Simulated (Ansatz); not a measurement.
# WC: the cost of one run

Method: DFT PBEsol, scalar-relativistic, plane waves, PAW, in Ansatz 0.2.0.

## 1. The starting structure

The structure is hexagonal, space group P-6m2 (No. 187). The conventional cell has a = 2.898 Å, b = 2.898 Å, c = 2.828 Å, α = 90.00°, β = 90.00°, γ = 120.00°. Around W (site symmetry -6m2) lie 6 C at 2.19 Å. C (site symmetry -6m2) is surrounded by 6 W at 2.19 Å.

Coordinates:

```cif
data_structure
_symmetry_space_group_name_H-M 'P 1'
_symmetry_Int_Tables_number 1
_cell_length_a 2.8984
_cell_length_b 2.8984
_cell_length_c 2.8276
_cell_angle_alpha 90.000
_cell_angle_beta 90.000
_cell_angle_gamma 120.000
_cell_volume 20.57
loop_
_atom_site_label
_atom_site_type_symbol
_atom_site_fract_x
_atom_site_fract_y
_atom_site_fract_z
_atom_site_occupancy
W1 W 0.00000 0.00000 0.00000 1
C1 C 0.66667 0.33333 0.50000 1
```

It is the result of an earlier relaxation at this level (volume 10.29 Å³/atom; gap on the mesh: none (metal)).

## 2. The bulk in the cell of the plane

File input.yaml:

```yaml
crystal:
  lattice:
    - [2.8276119061, 0.0, 0.0]
    - [0.0, 2.8984136656, 0.0]
    - [0.0, -1.4492068328, 2.5100998651]
  atoms:
    - { symbol: W, position: [0.0, 0.0, 0.0] }
    - { symbol: C, position: [0.5, 0.3333333333, 0.6666666667] }
basis:
  ecutwfc: 420
kpoints:
  mp_grid: { grid: [12, 12, 14] }
hamiltonian:
  xc: pbesol
scf:
  occupations: { method: gaussian, width: 0.1 }
output:
  forces: true
  stress: true
  eigenvalues: true
```

Launch:

```bash
$ ansatz run input.yaml --threads 1 --pin off --max-ram 2560MiB --backend cpu --events-out ev --progress --plain --runs-dir out
```

Q: Estimate wall time and peak memory on 1 thread of Arm Neoverse N1, shared host.

About 22 s, with a peak of 0.46 GiB.
